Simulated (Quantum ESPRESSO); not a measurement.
Te under changes of volume

One of the cells (32.696 Å³/atom); the others are scaled copies at fixed shape and fractional positions:

```
Te
1.0
     3.82029   -2.14820    0.00000
     3.82029    2.14820    0.00000
    -0.09429    0.00000    5.97609
Te
3
Direct
  0.00000 0.00000 0.00000
  0.30945 0.30945 0.33881
  0.69055 0.69055 0.66119
```

This isn't the form of Te at room conditions, which is trigonal, of chains.

```yaml
Program: Quantum ESPRESSO 7.5
Functional: r2SCAN
Potentials_or_basis: SG15 PBE 1.2
Cutoff: 952 eV
Density_cutoff: 3810 eV
k_mesh: 3 × 3 × 2
Occupations: fermi-dirac, width 0.05 eV
Spin: no spin polarisation
```

```csv
volume (Å³/atom),energy over the lowest point (meV/atom),pressure (GPa),largest force (eV/Å)
30.734,24.70,3.9,0.385
31.388,11.46,2.6,0.388
32.042,3.41,1.4,0.392
32.696,0.00,0.3,0.396
33.350,0.72,-0.6,0.401
34.004,?,?,?
34.658,12.80,-2.2,0.415
```

Question: What does the run at 34.004 Å³/atom give?

Answer: Energy over the lowest point 5.12 meV/atom; pressure -1.5 GPa; largest force 0.407 eV/Å.

Worked out: A Birch-Murnaghan fit of order 3 (a polynomial in V^(-2/3)) to the other rows has its minimum at 32.90 Å³/atom with B0 = V·E''(V) = 49 GPa and B' = 4.8 at fixed shape and positions, which overstates the stiffness. It gives 5.12 meV/atom at 34.004 Å³/atom, against the run's 5.12, and -dE/dV = -1.5 GPa, against -1.5.

Energies are extrapolated to zero smearing.

Caveats: all runs use coarse meshes; the potentials were made for another functional, which shifts forces and pressure.
